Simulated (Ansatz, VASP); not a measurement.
**Two plane-wave programs on B**

Contents of INCAR:

```
SYSTEM = B
PREC = Accurate ; ENCUT = 520
EDIFF = 1E-7 ; ISMEAR = 0
SIGMA = 0.15 ; LREAL = .False.
LASPH = .True. ; NELM = 60
ALGO = Normal ; ISIF = 2
LWAVE = .False. ; LCHARG = .True.
GGA = PS ; LELF = .True.
LVHAR = .True. ; NBANDS = 8
```

Contents of KPOINTS:

```
regular mesh
0
Gamma
  33 33 14
  0 0 0
```

The input POSCAR:

```
B
1.0
    1.7279700794      0.0000000000      0.0000000000
   -0.8639850397      1.4964659858      0.0000000000
    0.0000000000      0.0000000000      3.5263601645
B
1
Direct
    0.0000000000      0.0000000000      0.0000000000
```

Input for Ansatz:

```yaml
crystal:
  lattice:
    - [1.7279700794, 0.0, 0.0]
    - [-0.8639850397, 1.4964659858, 0.0]
    - [0.0, 0.0, 3.5263601645]
  atoms:
    - { symbol: B, position: [0.0, 0.0, 0.0] }
basis:
  ecutwfc: 420
kpoints:
  mp_grid: { grid: [33, 33, 14] }
hamiltonian:
  xc: pbesol
scf:
  occupations: { method: gaussian, width: 0.15 }
output:
  forces: true
  stress: true
  eigenvalues: true
```

Change from the starting cell: strain +0.015 along x and y, -0.030 along z, atoms carried along.

Alike in both runs: task single point; functional PBEsol; k mesh 33 × 33 × 14; occupations gaussian, width 0.15 eV; no spin polarisation.

|  | VASP | Ansatz |
| --- | --- | --- |
| version | VASP 6.6.1 | Ansatz 0.2.0 |
| potentials or method | VASP PAW PBE potentials, release 64 (B) | scalar-relativistic, plane waves, PAW |
| plane-wave cutoff (eV) | 520 | 420 |
| valence electrons in the cell | 3 | 3 |

|  | VASP | Ansatz | Ansatz less VASP |
| --- | --- | --- | --- |
| gap on the k mesh at the Fermi level (eV) | none | none | - |
| pressure (GPa) | -6.2 | -6.4 | -0.16 |
| largest component of the traceless stress (GPa) | 6.29 | 6.54 | +0.243 |

A gap of «none» marks a metal or a gap that the smearing closes. With one functional, cell and mesh, what is left measures potentials, basis and numerics.

Caveats: the PAW data sets were made with another functional, which shifts forces and pressure a little (VASP).
